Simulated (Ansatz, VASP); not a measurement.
One calculation of Rb, two programs

The input INCAR:

```
SYSTEM = Rb
  ALGO = Fast
  EDIFF = 1E-6
  ENCUT = 520
  GGA = PE
  ISIF = 2
  ISMEAR = 0
  LASPH = .True.
  LCHARG = .True.
  LELF = .True.
  LREAL = .False.
  LVHAR = .True.
  LWAVE = .False.
  NBANDS = 10
  NELM = 100
  PREC = Accurate
  SIGMA = 0.15
```

Contents of KPOINTS:

```
k-points
0
Gamma
  12 12 12
  0 0 0
```

The input POSCAR:

```
Rb
1.0
   -2.7218200000      2.7218200000      2.7218200000
    2.7218200000     -2.7218200000      2.7218200000
    2.7218200000      2.7218200000     -2.7218200000
Rb
1
Direct
    0.0000000000      0.0000000000      0.0000000000
```

Input for Ansatz:

```yaml
crystal:
  lattice:
    - [-2.72182, 2.72182, 2.72182]
    - [2.72182, -2.72182, 2.72182]
    - [2.72182, 2.72182, -2.72182]
  atoms:
    - { symbol: Rb, position: [0.0, 0.0, 0.0] }
basis:
  ecutwfc: 420
kpoints:
  mp_grid: { grid: [12, 12, 12] }
hamiltonian:
  xc: pbe
scf:
  occupations: { method: gaussian, width: 0.15 }
output:
  forces: true
  stress: true
  eigenvalues: true
```

Change from the starting cell: strain -0.030 along x and y, -0.030 along z, atoms carried along.

Alike in both runs: task single point; functional PBE; k mesh 12 × 12 × 12; occupations gaussian, width 0.15 eV; no spin polarisation.

|  | VASP | Ansatz |
| --- | --- | --- |
| version | VASP 6.6.1 | Ansatz 0.2.0 |
| potentials or method | VASP PAW PBE potentials, release 64 (Rb_sv) | scalar-relativistic, plane waves, PAW |
| plane-wave cutoff (eV) | 520 | 420 |
| valence electrons in the cell | 9 | 9 |

```tsv
	VASP	Ansatz	Ansatz less VASP
gap on the k mesh at the Fermi level (eV)	none	none	-
pressure (GPa)	0.4	0.4	0.00
```

A gap of «none» marks a metal or a gap that the smearing closes.
